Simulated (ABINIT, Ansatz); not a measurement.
# Cost and result for the equilibrium volume of ZrC

Symmetry: P6_3/mmc, No. 194, hexagonal system. Conventional cell: a = 3.391 Å, b = 3.391 Å, c = 5.290 Å, α = 90.00°, β = 90.00°, γ = 120.00°. Zr (site symmetry -6m2) has 6 C at 2.36 Å as nearest neighbours. C (site symmetry -3m) has 6 Zr at 2.36 Å and 2 C at 2.65 Å as nearest neighbours.

The cell comes from a database or a generator and needn't be the stable form of this composition.

```tsv
rung	level	program and potentials	cutoff (eV)	k mesh	smearing	core time	chip	equilibrium volume (Å³/atom)	notes
LDA	LDA	ABINIT, JTH PAW LDA v2.0	517	9 × 9 × 5	fermi-dirac 0.05	2.2 min	Intel Xeon 6975P-C Granite Rapids	12.49	-
hybrid	PBE0	Ansatz, Ansatz PAW	420	6 × 6 × 4	fermi-dirac 0.05	2.8 min	AMD EPYC 7R13 Zen 3	12.84	potentials made for PBE, which Ansatz adapts in part
hybrid	HSE06	Ansatz, Ansatz PAW	420	6 × 6 × 4	fermi-dirac 0.05	2.9 min	AMD EPYC 7R13 Zen 3	12.85	potentials made for PBE, which Ansatz adapts in part
GGA	PBEsol	ABINIT, PseudoDojo NC SR PBEsol v0.4.1 standard	1116	6 × 6 × 4	fermi-dirac 0.05	3.4 min	Intel Xeon 6975P-C Granite Rapids	12.73	-
LDA	LDA	ABINIT, PseudoDojo NC SR LDA v0.4.1 standard	1116	7 × 7 × 4	fermi-dirac 0.05	8.1 min	Arm Neoverse V1	12.50	-
```

Times are single runs on shared hosts and different chips, so they are rough; meshes, cutoffs and the tasks' sizes weigh on the time. Task: relaxation of cell and atoms. All rows: no spin polarisation. Smearing widths are in eV. For a metal such meshes aren't converged. Meshes differ between rows, which moves values too. Meshes are those of the run's cell of 4 atoms unless a note names another. Relaxations start from the cell shown or near it and stop with a little pressure left. Runs on faulty files, with rough fits or with known faults for this quantity aren't shown. PBE isn't shown for this crystal. No row holds spin-orbit coupling.

By rung: LDA 12.49 to 12.50; GGA 12.73; hybrid 12.84 to 12.85 (Å³/atom).
